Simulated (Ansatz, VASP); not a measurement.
# Two plane-wave programs on BAs

File INCAR:

```
SYSTEM = BAs
ALGO     = Normal         ! electronic algorithm
EDIFF    = 1E-7           ! SCF threshold, eV
ENCUT    = 520            ! plane-wave cutoff, eV
ISIF     = 2              ! what is computed and relaxed
ISMEAR   = -1             ! smearing method
LASPH    = .TRUE.         ! aspherical terms in the spheres
LCHARG   = .FALSE.        ! write CHGCAR
LMIXTAU  = .TRUE.       
LREAL    = .FALSE.        ! projectors in reciprocal space
LWAVE    = .FALSE.        ! write WAVECAR
METAGGA  = R2SCAN         ! meta-GGA
NELM     = 60             ! most SCF steps
PREC     = Accurate       ! precision mode
SIGMA    = 0.05           ! smearing width, eV
```

KPOINTS

```
k-points
0
G
  10 10 10
  0 0 0
```

POSCAR

```
BAs
1.0
    0.0000000000      2.3724693156      2.3724693156
    2.3724693156      0.0000000000      2.3724693156
    2.3724693156      2.3724693156      0.0000000000
As B
1 1
Direct
    0.7500000000      0.7500000000      0.7500000000
    0.0000000000      0.0000000000      0.0000000000
```

The input input.yaml:

```yaml
crystal:
  lattice:
    - [0.0, 2.3724693156, 2.3724693156]
    - [2.3724693156, 0.0, 2.3724693156]
    - [2.3724693156, 2.3724693156, 0.0]
  atoms:
    - { symbol: As, position: [0.75, 0.75, 0.75] }
    - { symbol: B, position: [0.0, 0.0, 0.0] }
hamiltonian:
  xc: r2scan
  pseudopotentials: { kind: paw }
kpoints:
  mp_grid: { grid: [10, 10, 10] }
scf:
  occupations: { method: fermi_dirac, width: 0.05 }
output:
  forces: true
  stress: true
  eigenvalues: true
```

Change from the starting cell: volume scaled by 0.98.

Alike in both runs: task single point; functional r2SCAN; k mesh 10 × 10 × 10; occupations fermi-dirac, width 0.05 eV; no spin polarisation.

|  | VASP | Ansatz |
| --- | --- | --- |
| version | VASP 6.6.1 | Ansatz 0.2.0 |
| potentials or method | VASP PAW PBE potentials, release 64 (As, B) | Ansatz PAW |
| plane-wave cutoff (eV) | 520 | 500 |
| valence electrons in the cell | 8 | 18 |

Ansatz gave:

* gap on the k mesh at the Fermi level (eV): 1.35
* least direct gap on the mesh (eV): 3.47
* pressure (GPa): 3.6

**Question.** Estimate VASP's values.

**Answer.** gap on the k mesh at the Fermi level (eV): 1.35; least direct gap on the mesh (eV): 3.47; pressure (GPa): 3.9.

The two sets of potentials don't hold the same shells in valence.

Caveats: the PAW data sets were made with another functional, which shifts forces and pressure a little (VASP); the PAW data sets come from PBE, with cores solved anew for the run's functional, which leaves a small shift of forces and pressure (Ansatz). A k mesh can miss the band edges.
